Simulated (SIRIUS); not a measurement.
# Pb in SIRIUS: convergence with lmax of the augmentation

Input of the first run (lmax of the augmentation 4); the others differ in this setting and in those tied to it:

File sirius.json:

```json
{
  "control": {
    "processing_unit": "cpu",
    "std_evp_solver_name": "lapack",
    "gen_evp_solver_name": "lapack",
    "verbosity": 2,
    "print_forces": true,
    "ortho_rf": true,
    "use_second_variation": true,
    "rmt_max": 3.0,
    "num_bands_to_print": 24,
    "save_wf": true
  },
  "parameters": {
    "electronic_structure_method": "full_potential_lapwlo",
    "xc_functionals": ["XC_LDA_X", "XC_LDA_C_PW"],
    "core_relativity": "dirac",
    "valence_relativity": "iora",
    "num_fv_states": 24,
    "smearing": "fermi_dirac",
    "smearing_width": 0.0018374661,
    "pw_cutoff": 20,
    "gk_cutoff": 3.4,
    "lmax_apw": 4,
    "lmax_rho": 8,
    "lmax_pot": 8,
    "num_mag_dims": 0,
    "auto_rmt": 0,
    "ngridk": [9, 9, 9],
    "shiftk": [0, 0, 0],
    "num_dft_iter": 80,
    "energy_tol": 1e-07,
    "density_tol": 1e-05,
    "use_symmetry": true
  },
  "settings": {"tol_ne": 1e-10},
  "iterative_solver": {"type": "exact"},
  "mixer": {"type": "anderson", "beta": 0.5, "max_history": 8},
  "unit_cell": {
    "lattice_vectors": [[0.0, 4.677109953, 4.677109953], [4.677109953, 0.0, 4.677109953], [4.677109953, 4.677109953, 0.0]],
    "atom_types": ["Pb"],
    "atom_files": {"Pb": "Pb.json"},
    "atoms": {"Pb": [[0.0, 0.0, 0.0]]}
  }
}
```

Pb.json

```json
{
  "name": "lead",
  "symbol": "Pb",
  "number": 82,
  "mass": 207.2,
  "rmin": 1e-06,
  "rmt": 2.65,
  "nrmt": 800,
  "rinf": 17.22,
  "core": "1s2s2p3s3p3d4s4p4d",
  "valence": [
    {"basis": [{"enu": 0.05, "dme": 0, "n": 0, "auto": 0}, {"enu": 0.05, "dme": 1, "n": 0, "auto": 0}]},
    {"l": 0, "n": 1, "basis": [{"enu": 0.0427, "dme": 0, "n": 0, "auto": 0}]},
    {"l": 1, "n": 2, "basis": [{"enu": 0.15, "dme": 0, "n": 0, "auto": 0}]},
    {"l": 2, "n": 3, "basis": [{"enu": 0.15, "dme": 0, "n": 0, "auto": 0}]},
    {"l": 3, "n": 4, "basis": [{"enu": 0.15, "dme": 0, "n": 0, "auto": 0}]},
    {"l": 4, "n": 5, "basis": [{"enu": 0.15, "dme": 0, "n": 0, "auto": 0}]}
  ],
  "lo": [
    {
      "l": 0,
      "basis": [{"enu": 0.0427, "dme": 0, "n": 0, "auto": 0}, {"enu": 0.0427, "dme": 1, "n": 0, "auto": 0}]
    },
    {
      "l": 0,
      "basis": [{"enu": -4.9961, "dme": 0, "n": 5, "auto": 1}, {"enu": -4.9961, "dme": 1, "n": 5, "auto": 1}]
    },
    {
      "l": 0,
      "basis": [{"enu": -4.9961, "dme": 1, "n": 5, "auto": 1}, {"enu": 0.0427, "dme": 0, "n": 0, "auto": 0}]
    },
    {
      "l": 0,
      "basis": [{"enu": 0.0427, "dme": 0, "n": 0, "auto": 0}, {"enu": 2.321, "dme": 0, "n": 0, "auto": 0}]
    },
    {"l": 1, "basis": [{"enu": 0.15, "dme": 0, "n": 0, "auto": 0}, {"enu": 0.15, "dme": 1, "n": 0, "auto": 0}]},
    {
      "l": 1,
      "basis": [{"enu": -2.8646, "dme": 0, "n": 5, "auto": 1}, {"enu": -2.8646, "dme": 1, "n": 5, "auto": 1}]
    },
    {
      "l": 1,
      "basis": [{"enu": -2.8646, "dme": 1, "n": 5, "auto": 1}, {"enu": 0.15, "dme": 0, "n": 0, "auto": 0}]
    },
    {"l": 1, "basis": [{"enu": 0.15, "dme": 0, "n": 0, "auto": 0}, {"enu": 2.7701, "dme": 0, "n": 0, "auto": 0}]},
    {"l": 2, "basis": [{"enu": 0.15, "dme": 0, "n": 0, "auto": 0}, {"enu": 0.15, "dme": 1, "n": 0, "auto": 0}]},
    {
      "l": 2,
      "basis": [{"enu": -0.4987, "dme": 0, "n": 5, "auto": 1}, {"enu": -0.4987, "dme": 1, "n": 5, "auto": 1}]
    },
    {
      "l": 2,
      "basis": [{"enu": -0.4987, "dme": 1, "n": 5, "auto": 1}, {"enu": 0.15, "dme": 0, "n": 0, "auto": 0}]
    },
    {"l": 2, "basis": [{"enu": 0.15, "dme": 0, "n": 0, "auto": 0}, {"enu": 3.1119, "dme": 0, "n": 0, "auto": 0}]},
    {"l": 3, "basis": [{"enu": 0.15, "dme": 0, "n": 0, "auto": 0}, {"enu": 0.15, "dme": 1, "n": 0, "auto": 0}]},
    {
      "l": 3,
      "basis": [{"enu": -4.6274, "dme": 0, "n": 4, "auto": 1}, {"enu": -4.6274, "dme": 1, "n": 4, "auto": 1}]
    },
    {
      "l": 3,
      "basis": [{"enu": -4.6274, "dme": 1, "n": 4, "auto": 1}, {"enu": 0.15, "dme": 0, "n": 0, "auto": 0}]
    },
    {"l": 3, "basis": [{"enu": 0.15, "dme": 0, "n": 0, "auto": 0}, {"enu": 3.4537, "dme": 0, "n": 0, "auto": 0}]},
    {"l": 4, "basis": [{"enu": 0.15, "dme": 0, "n": 0, "auto": 0}, {"enu": 0.15, "dme": 1, "n": 0, "auto": 0}]},
    {"l": 4, "basis": [{"enu": 0.15, "dme": 0, "n": 0, "auto": 0}, {"enu": 2.8841, "dme": 0, "n": 0, "auto": 0}]}
  ],
  "free_atom": [... radial grid and density of the free atom, the start of the SCF ...]
}
```

sirius_start.json

```json
{
  "control": {
    "processing_unit": "cpu",
    "std_evp_solver_name": "lapack",
    "gen_evp_solver_name": "lapack",
    "verbosity": 1,
    "print_forces": false,
    "ortho_rf": true,
    "use_second_variation": true,
    "rmt_max": 3.0,
    "num_bands_to_print": 24,
    "save_wf": false
  },
  "parameters": {
    "electronic_structure_method": "full_potential_lapwlo",
    "xc_functionals": ["XC_LDA_X", "XC_LDA_C_PW"],
    "core_relativity": "dirac",
    "valence_relativity": "iora",
    "num_fv_states": 24,
    "smearing": "fermi_dirac",
    "smearing_width": 0.0055123983,
    "pw_cutoff": 20,
    "gk_cutoff": 2.72,
    "lmax_apw": 4,
    "lmax_rho": 8,
    "lmax_pot": 8,
    "num_mag_dims": 0,
    "auto_rmt": 0,
    "ngridk": [4, 4, 4],
    "shiftk": [0, 0, 0],
    "num_dft_iter": 30,
    "energy_tol": 0.01,
    "density_tol": 0.05,
    "use_symmetry": true
  },
  "settings": {"tol_ne": 1e-10},
  "iterative_solver": {"type": "exact"},
  "mixer": {"type": "anderson", "beta": 0.5, "max_history": 8},
  "unit_cell": {
    "lattice_vectors": [[0.0, 4.677109953, 4.677109953], [4.677109953, 0.0, 4.677109953], [4.677109953, 4.677109953, 0.0]],
    "atom_types": ["Pb"],
    "atom_files": {"Pb": "Pb.json"},
    "atoms": {"Pb": [[0.0, 0.0, 0.0]]}
  }
}
```

Potentials or basis: all-electron FP-LAPW, apw+lo standard.

Run with:

```bash
$ OMP_NUM_THREADS=1 sirius.scf --input=sirius_start.json --output=start.json
$ OMP_NUM_THREADS=1 sirius.scf --input=sirius.json --output=output.json --task=1
```

Hardware: 1 thread of Arm Neoverse V2, with other jobs on the host.

Q: The values tried are 4, 5, 6, 8, 10, 12, 14, loosest first. From which on does the energy stay within 1 meV/atom of the tightest run that finished?

A: From 8 on.

| lmax of the augmentation | energy less the tightest run, at zero smearing (meV/atom) | SCF cycles | CPU time (s) | peak memory (GiB) |
| --- | --- | --- | --- | --- |
| 4 | -25.08 | 7 | 34 | 0.25 |
| 5 | -8.14 | 7 | 35 | 0.26 |
| 6 | -3.23 | 7 | 35 | 0.27 |
| 8 | -0.32 | 7 | 37 | 0.3 |
| 10 | -0.03 | 7 | 39 | 0.34 |
| 12 | 0.00 | 7 | 43 | 0.39 |
| 14 | 0.00 | 7 | 48 | 0.45 |

The tightest run that finished is the yardstick and may itself not be fully converged.

Spin-orbit coupling is left out, which matters for the levels of Pb.
